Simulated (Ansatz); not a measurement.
# SnS: the cost of one run

Method: DFT PBE, scalar-relativistic, plane waves, PAW, in Ansatz 0.2.0.

### Step 1. The starting structure

The structure is orthorhombic, space group Pnma (No. 62). The conventional cell has a = 11.446 Å, b = 4.023 Å, c = 4.454 Å, α = 90.00°, β = 90.00°, γ = 90.00°. Sn (site symmetry m) has 3 S at 2.66 to 2.69 Å as nearest neighbours. S (site symmetry m) is surrounded by 3 Sn at 2.66 to 2.69 Å.

As a file:

```
CELL_PARAMETERS angstrom
11.44550 0.00000 0.00000
0.00000 4.02328 0.00000
0.00000 0.00000 4.45420
ATOMIC_POSITIONS crystal
Sn 0.12154 0.25000 0.13001
Sn 0.37846 0.75000 0.63001
Sn 0.62154 0.25000 0.36999
Sn 0.87846 0.75000 0.86999
S 0.84990 0.25000 0.47744
S 0.65010 0.75000 0.97744
S 0.34990 0.25000 0.02256
S 0.15010 0.75000 0.52256
```

This cell was relaxed beforehand with the same method: volume 25.64 Å³/atom, gap on the mesh 1.05 eV.

### Step 2. The (100) slab

Planes are indexed in the bulk's conventional cell (Pnma (No. 62)), a = 11.446 Å, b = 4.023 Å, c = 4.454 Å, α = 90.00°, β = 90.00°, γ = 90.00°.

Cut from the relaxed bulk: a (100) slab, 14.4 Å thick as cut, with 15 Å of vacuum; its outer planes are Sn (top) and Sn (bottom).

The slab as cut. Layers, bottom to top:

```
plane  atoms per cell  height over the lowest (Å)
    1             SnS                        0.00
    2             SnS                        2.61
    3             SnS                        5.72
    4             SnS                        8.34
    5             SnS                       11.45
    6             SnS                       14.06
```

### Step 3. Single point on the unrelaxed (100) slab

A dipole layer in the vacuum cancels the field that periodic copies would set up if the slab's two faces differ.

File input.yaml:

```yaml
crystal:
  lattice:
    - [4.0232844585, 0.0, 0.0]
    - [0.0, 4.4542025314, 0.0]
    - [0.0, 0.0, 29.3860297541]
  atoms:
    - { symbol: Sn, position: [0.75, 0.8699940721, 0.2552233174] }
    - { symbol: S, position: [0.25, 0.477443343, 0.2663478239] }
    - { symbol: S, position: [0.75, 0.977443343, 0.3441642873] }
    - { symbol: Sn, position: [0.25, 0.3699940721, 0.3552887937] }
    - { symbol: Sn, position: [0.75, 0.6300059279, 0.4499672618] }
    - { symbol: S, position: [0.25, 0.022556657, 0.4610917683] }
    - { symbol: S, position: [0.75, 0.522556657, 0.5389082317] }
    - { symbol: Sn, position: [0.25, 0.1300059279, 0.5500327382] }
    - { symbol: Sn, position: [0.75, 0.8699940721, 0.6447112063] }
    - { symbol: S, position: [0.25, 0.477443343, 0.6558357127] }
    - { symbol: S, position: [0.75, 0.977443343, 0.7336521761] }
    - { symbol: Sn, position: [0.25, 0.3699940721, 0.7447766826] }
basis:
  ecutwfc: 420
kpoints:
  mp_grid: { grid: [7, 6, 1] }
hamiltonian:
  xc: pbe
scf:
  occupations: { method: gaussian, width: 0.05 }
output:
  forces: true
  stress: true
  eigenvalues: true
  write_density: true
  write_potential: true
  elf: true
  volumetric_format: npy
efield:
  axis: 3
  dipole_correction: true
```

On the command line:

```console
$ ansatz run input.yaml --threads 1 --pin off --max-ram 2560MiB --backend cpu --events-out ev --progress --plain --runs-dir out
```

Q: Estimate wall time and peak memory on 1 thread of Arm Neoverse V1, shared host.

About 96 s, with a peak of 0.8 GiB.
